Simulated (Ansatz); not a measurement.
# Si3N4: relaxation of cell and atoms with LDA

Crystal: Si3N4.

```
Si N
1.0
     4.13078    0.00000    0.00000
     0.00000    4.13078    0.00000
     0.00000    0.00000    4.13078
Si N
3 4
Direct
  0.00000 0.00000 0.50000
  0.50000 0.00000 0.00000
  0.00000 0.50000 0.00000
  0.23952 0.23952 0.76048
  0.76048 0.76048 0.76048
  0.23952 0.76048 0.23952
  0.76048 0.23952 0.23952
```

The cell was built by a generator and needn't be a form met in nature.

```yaml
Program: Ansatz 0.2.0
Task: relaxation of cell and atoms
Functional: LDA
Potentials_or_basis: Ansatz PAW
Cutoff: "420 eV (not typed: the program's choice for these potentials)"
k_mesh: 7 × 7 × 7
Occupations: fermi-dirac, width 0.05 eV
Spin: no spin polarisation
```

```
Relaxed volume                         : 9.69 Å³/atom
Relaxed cell                           : a = 4.078 Å, b = 4.078 Å, c = 4.078 Å, α = 90.00°, β = 90.00°, γ = 90.00°
Space group after relaxing (to 0.05 Å) : P-43m (No. 215)
Energy gained by relaxing              : 11.3 meV/atom
Ionic steps                            : 7
Pressure after relaxing                : 0.0 GPa
Band gap on the k mesh                 : 2.67 eV, indirect (least direct gap 2.86 eV)
```

Step by step:
```tsv
step	energy change (eV)	largest force (eV/Å)	volume (Å³)
1	0.0000	0.3075	70.48
2	-0.0647	0.2758	68.92
3	-0.0876	0.0635	67.80
4	-0.0878	0.0146	67.85
5	-0.0788	0.0143	67.85
6	-0.0790	0.0002	67.81
7	-0.0788	0.0003	67.81
```

Final structure:
```
Si N
1.0
     4.07778    0.00000    0.00000
     0.00000    4.07778    0.00000
     0.00000    0.00000    4.07778
Si N
3 4
Cartesian
  0.0000 0.0000 2.0389
  2.0389 0.0000 0.0000
  0.0000 2.0389 0.0000
  0.9778 0.9778 3.1000
  3.1000 3.1000 3.1000
  0.9778 3.1000 0.9778
  3.1000 0.9778 0.9778
```

Levels at points of the mesh, in eV from the valence-band top:
```tsv
k point	band 13	band 14	band 15	band 16	band 17	band 18	band 19	band 20
(0.00, 0.00, 0.00)	-3.37	-0.19	-0.19	-0.19	2.67	2.67	2.67	4.68
```

Wall time 5.8 s on 4 threads of Arm Neoverse V2, on a shared host, peak memory 0.32 GiB.

Caveat: odd divisions of the mesh miss points on the zone boundary, where band edges often lie, so the gap on the mesh can be too wide; the plane-wave basis is chosen anew once the cell has moved, so the energies of steps on either side of that aren't comparable; the pressure holds a Pulay correction of +0.7 GPa for the finite cutoff; the PAW data sets come from PBE, with cores solved anew for the run's functional, which leaves a small shift of forces and pressure. Expect the measured gap to be larger: semilocal functionals such as LDA lack the derivative discontinuity.
